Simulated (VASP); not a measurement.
# AlN (P6_3mc) in VASP: a series of runs, part 3 of 3

VASP 6.6.1.

### 4 G0W0 quasiparticle levels, PBE

File POSCAR:

```
AlN
1.0
    3.1130000000      0.0000000000      0.0000000000
   -1.5565000000      2.6959370820      0.0000000000
    0.0000000000      0.0000000000      4.9810000000
Al N
2 2
Direct
    0.6666666667      0.3333333333      0.5000000000
    0.3333333333      0.6666666667      0.0000000000
    0.6666666667      0.3333333333      0.8800000000
    0.3333333333      0.6666666667      0.3800000000
```

File INCAR.step1:

```
  PREC = Accurate
  ENCUT = 450
  EDIFF = 1E-8
  ISMEAR = 0
  SIGMA = 0.01
  LREAL = False
  LASPH = True
  NELM = 80
  ALGO = Normal
  LWAVE = True
  LCHARG = False
  GGA = PE
```

File INCAR.step2:

```
  PREC = Accurate
  ENCUT = 450
  EDIFF = 1E-8
  ISMEAR = 0
  SIGMA = 0.01
  LREAL = False
  LASPH = True
  NELM = 1
  ALGO = Exact
  LWAVE = True
  LCHARG = False
  GGA = PE
  NBANDS = 33
  LOPTICS = True
  ISTART = 1
```

File INCAR.step3:

```
  PREC = Accurate
  ENCUT = 450
  EDIFF = 1E-8
  ISMEAR = 0
  SIGMA = 0.01
  LREAL = False
  LASPH = True
  ALGO = EVGW0
  LWAVE = False
  LCHARG = False
  GGA = PE
  NELMGW = 1
  NBANDS = 33
  ENCUTGW = 75
  NOMEGA = 48
  PRECFOCK = Fast
  ISTART = 1
  NBANDSGW = 16
```

File KPOINTS:

```
Automatic mesh
0
Gamma
  4 4 3
```

Potentials or basis: VASP PAW PBE potentials, release 64 (Al_GW, N_GW).

Run with:

```sh
$ cat potpaw_PBE.64/Al_GW/POTCAR potpaw_PBE.64/N_GW/POTCAR > POTCAR
$ cp INCAR.step1 INCAR
$ mpirun -np 1 vasp_std > vasp.out
$ cp INCAR.step2 INCAR
$ mpirun -np 1 vasp_std > vasp.out
$ cp INCAR.step3 INCAR
$ mpirun -np 1 vasp_std > vasp.out
```

OUTCAR:

```text
PREC = Accurate
   ENCUT = 450
   EDIFF = 1E-8
   ISMEAR = 0
   LREAL = False
   LASPH = True
   GGA = PE
   NELMGW = 1
   ENCUTGW = 75
   PRECFOCK = Fast
   ISTART = 1

 Found      8 irreducible k-points:

 Following reciprocal coordinates:
            Coordinates               Weight
  0.000000  0.000000  0.000000      1.000000
  0.250000 -0.000000  0.000000      6.000000
  0.500000 -0.000000  0.000000      3.000000
  0.250000  0.250000  0.000000      6.000000
  0.000000  0.000000  0.333333      2.000000
  0.250000 -0.000000  0.333333     12.000000
   k-points           NKPTS =      8   k-points in BZ     NKDIM =     48   number of bands    NBANDS=     33
   number of dos      NEDOS =    301   number of ions     NIONS =      4
   total plane-waves  NPLWV =  20736
   dimension x,y,z NGX =    24 NGY =   24 NGZ =   36
   dimension x,y,z NGXF=    48 NGYF=   48 NGZF=   72
   ions per type =               2   2
   NGX,Y,Z   is equivalent  to a cutoff of  12.82, 12.82, 12.02 a.u.
   NGXF,Y,Z  is equivalent  to a cutoff of  25.63, 25.63, 24.03 a.u.
 SYSTEM =  unknown system
   PREC   = accura    normal or accurate (medium, high low for compatibility)
   ISTART =      1    job   : 0-new  1-cont  2-samecut
   ICHARG =      0    charge: 1-file 2-atom 10-const
[... 34 lines left out ...]
   ENCUT4O =  -1.0   cutoff for four orbital integrals eV
   NKREDX  =     1    reduce k-point grid by
   NKREDY  =     1    reduce k-point grid by
   NKREDZ  =     1    reduce k-point grid by
   AEXX    =    1.0000 exact exchange contribution
   HFSCREEN=    0.0000 screening length (either q_TF or 0.3 A-1)
   HFSCREENC=   0.0000 screening length for correlation (either q_TF or 0.3 A-1)
   ENCUTFOCK=  -1.0 apply spherical cutoff to Coloumb kernel
   IVDW    =     0    specifies the selected vdW correction
   LEPSILON=     F    determine dielectric tensor
   LRPA    =     F    only Hartree local field effects (RPA)
   LRPAFORCE           =     F    calculate RPA forces
   ENCUTGW             =  75.0    cutoff for response function in eV
   ENCUTGWSOFT         =  60.0    soft cutoff for Coulomb kernel in GW response function in eV
   ENCUTLF             =  -1.0    cutoff for local field effects
   NELMGW              =     1    number of iterations in solving QP/BSE equation
   NELMHF              =     1    number of iterations in the inner HF iteration
   NKREDLFX            =     1    NKREDLFY  =   1   NKREDLFZ  =   1
 non-spin polarized calculation
 Gauss-broadening in eV      SIGMA  =   0.01
  energy-cutoff  :      450.00
  volume of cell :       41.80
 maximum number of plane-waves:       929
 NGX is ok and might be reduce to    24
  NGX = 12; NGY = 12; NGZ = 20
   NGX = 11   NGY = 11   NGZ = 17
 maximum number of plane-waves:        70
 NGX is ok and might be reduce to    10

 QP shifts <psi_nk| G(iteration)W_0 |psi_nk>: iteration 1
 for sc-GW calculations column KS-energies equals QP-energies in previous step
 and V_xc(KS)=  KS-energies - (<T + V_ion + V_H > + <T+V_H+V_ion>^1  + <V_x>^1)

 k-point   1 :       0.0000    0.0000    0.0000
  band No.  KS-energies  QP-energies   sigma(KS)   V_xc(KS)     V^pw_x(r,r')   Z            occupation Imag(sigma)

      1     -10.0517     -11.2462     -16.4408     -14.7935     -24.7724       0.7252       2.0000       1.3978
      2      -7.9009      -8.9258     -17.7752     -16.3505     -25.8675       0.7194       2.0000       1.0621
      3      -0.8685      -1.7469     -13.8470     -12.6477     -18.5133       0.7324       2.0000       0.2285
      4       4.2844       3.9829     -16.6874     -16.3010     -20.6613       0.7804       2.0000       0.1159
      5       4.2844       3.9829     -16.6874     -16.3010     -20.6613       0.7804       2.0000       0.1159
      6       4.9402       4.7715     -16.9834     -16.7686     -20.8670       0.7854       2.0000       0.1096
[... 96 lines left out ...]
      3       0.5772      -0.1809     -14.7306     -13.7204     -19.1077       0.7505       2.0000       0.1668
      4       1.6876       1.0467     -15.2797     -14.4378     -19.4158       0.7613       2.0000       0.1402
      5       2.7397       2.1846     -15.4585     -14.7395     -19.4404       0.7719       2.0000       0.1303
      6       3.8308       3.4377     -16.3237     -15.8186     -20.3041       0.7785       2.0000       0.1214
[... 8 lines left out ...]
     15      17.4708      19.0939      -8.4147     -10.4448      -4.1306       0.7995       0.0000      -0.1587
     16      18.3466      20.0461      -8.8163     -10.9654      -4.3008       0.7908       0.0000      -0.2063

 [... further k-points ...]
```

OUTCAR.step2:

```text
PREC = Accurate
   ENCUT = 450
   EDIFF = 1E-8
   ISMEAR = 0
   LREAL = False
[... 587 lines left out ...]
     0.00000     4.95318     4.95318     4.87821    -0.00000    -0.00000    -0.00000
     0.59391     4.97528     4.97528     4.90101    -0.00000    -0.00000    -0.00000
     1.18781     5.04456     5.04456     4.97275    -0.00000    -0.00000    -0.00000
     1.78172     5.16862     5.16862     5.10236    -0.00000    -0.00000    -0.00000
     2.37563     5.36448     5.36448     5.31067    -0.00000    -0.00000    -0.00000
     2.96954     5.67036     5.67036     5.64864    -0.00000    -0.00000    -0.00000
[... 92 lines left out ...]
    58.20290     0.86115     0.86115     0.86394     0.00000    -0.00000    -0.00000
    58.79681     0.86430     0.86430     0.86704     0.00000    -0.00000    -0.00000
```

Wall time 46 s (1 thread of Intel Xeon Platinum 8259CL at 2.50GHz (Skylake/Cascade Lake), shared host); peak memory 0.32 GiB.

These settings aren't checked as converged: the numbers below hold their error.

What came out:

| Property | Result |
| --- | --- |
| Band gap on the k mesh, mean-field level | 4.21 eV, direct |
| Quasiparticle gap | 5.50 eV |
| Least direct quasiparticle gap | 5.50 eV |

Caveat: the k mesh is coarse (spacing up to 0.58 Å⁻¹), so the values aren't converged; the cutoff is under 1.25 times the usual one of these potentials, so pressure, stress and relaxed cells hold a basis-set (Pulay) error; bands, screening cutoff and mesh are small and nothing is extrapolated, so the quasiparticle values aren't converged.

### 5 G0W0 quasiparticle levels, PBE

POSCAR is that of step 4.

INCAR.step1 is that of step 4.

Edit INCAR.step2 of step 4 so:

```diff
@@ -12,3 +12,3 @@
   GGA = PE
-  NBANDS = 33
+  NBANDS = 58
   LOPTICS = True
```

Edit INCAR.step3 of step 4 so:

```diff
@@ -12,3 +12,3 @@
   NELMGW = 1
-  NBANDS = 33
+  NBANDS = 58
   ENCUTGW = 75
```

KPOINTS is that of step 4.

Potentials or basis: VASP PAW PBE potentials, release 64 (Al_GW, N_GW).

Run with:

```sh
$ cat potpaw_PBE.64/Al_GW/POTCAR potpaw_PBE.64/N_GW/POTCAR > POTCAR
$ cp INCAR.step1 INCAR
$ mpirun -np 1 vasp_std > vasp.out
$ cp INCAR.step2 INCAR
$ mpirun -np 1 vasp_std > vasp.out
$ cp INCAR.step3 INCAR
$ mpirun -np 1 vasp_std > vasp.out
```

OUTCAR:

```text
PREC = Accurate
   ENCUT = 450
   EDIFF = 1E-8
   ISMEAR = 0
   LREAL = False
   LASPH = True
   GGA = PE
   NELMGW = 1
   ENCUTGW = 75
   PRECFOCK = Fast
   ISTART = 1

 Found      8 irreducible k-points:

 Following reciprocal coordinates:
            Coordinates               Weight
  0.000000  0.000000  0.000000      1.000000
  0.250000 -0.000000  0.000000      6.000000
  0.500000 -0.000000  0.000000      3.000000
  0.250000  0.250000  0.000000      6.000000
  0.000000  0.000000  0.333333      2.000000
  0.250000 -0.000000  0.333333     12.000000
[... 62 lines left out ...]
   NELMHF              =     1    number of iterations in the inner HF iteration
   NKREDLFX            =     1    NKREDLFY  =   1   NKREDLFZ  =   1
 non-spin polarized calculation
 Gauss-broadening in eV      SIGMA  =   0.01
  energy-cutoff  :      450.00
  volume of cell :       41.80
 maximum number of plane-waves:       929
 NGX is ok and might be reduce to    24
  NGX = 12; NGY = 12; NGZ = 20
   NGX = 11   NGY = 11   NGZ = 17
 maximum number of plane-waves:        70
 NGX is ok and might be reduce to    10

 QP shifts <psi_nk| G(iteration)W_0 |psi_nk>: iteration 1
 for sc-GW calculations column KS-energies equals QP-energies in previous step
 and V_xc(KS)=  KS-energies - (<T + V_ion + V_H > + <T+V_H+V_ion>^1  + <V_x>^1)

 k-point   1 :       0.0000    0.0000    0.0000
  band No.  KS-energies  QP-energies   sigma(KS)   V_xc(KS)     V^pw_x(r,r')   Z            occupation Imag(sigma)

      1     -10.0517     -11.3296     -16.5600     -14.7935     -24.7724       0.7235       2.0000       1.2736
      2      -7.9009      -9.0070     -17.8853     -16.3505     -25.8675       0.7207       2.0000       0.9747
      3      -0.8685      -1.9047     -14.0642     -12.6477     -18.5133       0.7315       2.0000       0.2175
      4       4.2844       3.7815     -16.9464     -16.3010     -20.6613       0.7794       2.0000       0.0957
      5       4.2844       3.7815     -16.9464     -16.3010     -20.6613       0.7794       2.0000       0.0957
      6       4.9402       4.5614     -17.2523     -16.7686     -20.8670       0.7833       2.0000       0.0894
[... 96 lines left out ...]
      3       0.5772      -0.3500     -14.9562     -13.7204     -19.1077       0.7503       2.0000       0.1586
      4       1.6876       0.8687     -15.5118     -14.4378     -19.4158       0.7625       2.0000       0.1306
      5       2.7397       1.9942     -15.7044     -14.7395     -19.4404       0.7725       2.0000       0.1135
      6       3.8308       3.2397     -16.5788     -15.8186     -20.3041       0.7776       2.0000       0.1007
[... 8 lines left out ...]
     15      17.4708      18.7020      -8.8973     -10.4448      -4.1306       0.7956       0.0000      -0.1597
     16      18.3466      19.6543      -9.3035     -10.9654      -4.3008       0.7869       0.0000      -0.2060

 [... further k-points ...]
```

OUTCAR.step1:

```text
PREC = Accurate
   ENCUT = 450
   EDIFF = 1E-8
   ISMEAR = 0
   LREAL = False
[... 202 lines left out ...]
      1.55650      0.89865      2.49050         0.000000      0.000000     -0.144408
     -0.00000      1.79729      0.00000        -0.000000      0.000000     -0.144408
      1.55650      0.89865      4.38328         0.000000      0.000000      0.144408
     -0.00000      1.79729      1.89278        -0.000000     -0.000000      0.144408
 -----------------------------------------------------------------------------------
    total drift:                               -0.000000      0.000000     -0.000160

  FREE ENERGIE OF THE ION-ELECTRON SYSTEM (eV)
  ---------------------------------------------------
  free  energy   TOTEN  =       -29.7778441890 eV

  energy  without entropy=      -29.7778441890  energy(sigma->0) =      -29.77784419
```

It took 58 s on 1 thread of Intel Xeon Platinum 8259CL at 2.50GHz (Skylake/Cascade Lake), shared host; peak memory 0.33 GiB.

These settings aren't checked as converged: the numbers below hold their error.

Results:

```
Band gap on the k mesh, mean-field level : 4.21 eV, direct
Quasiparticle gap                        : 5.48 eV
Least direct quasiparticle gap           : 5.48 eV
```

Caveat: the k mesh is coarse (spacing up to 0.58 Å⁻¹), so the values aren't converged; the cutoff is under 1.25 times the usual one of these potentials, so pressure, stress and relaxed cells hold a basis-set (Pulay) error; bands, screening cutoff and mesh are small and nothing is extrapolated, so the quasiparticle values aren't converged.

### 6 The reference run

An earlier run on the cell as given: functional PBE; potentials or basis VASP PAW PBE potentials, release 64 (Al, N); cutoff 520 eV; k mesh 10 × 10 × 6; occupations fermi-dirac, width 0.05 eV; no spin polarisation.

- Pressure: 3.5 GPa
- Largest force: 0.129 eV/Å
- Band gap on the k mesh: 4.22 eV, direct
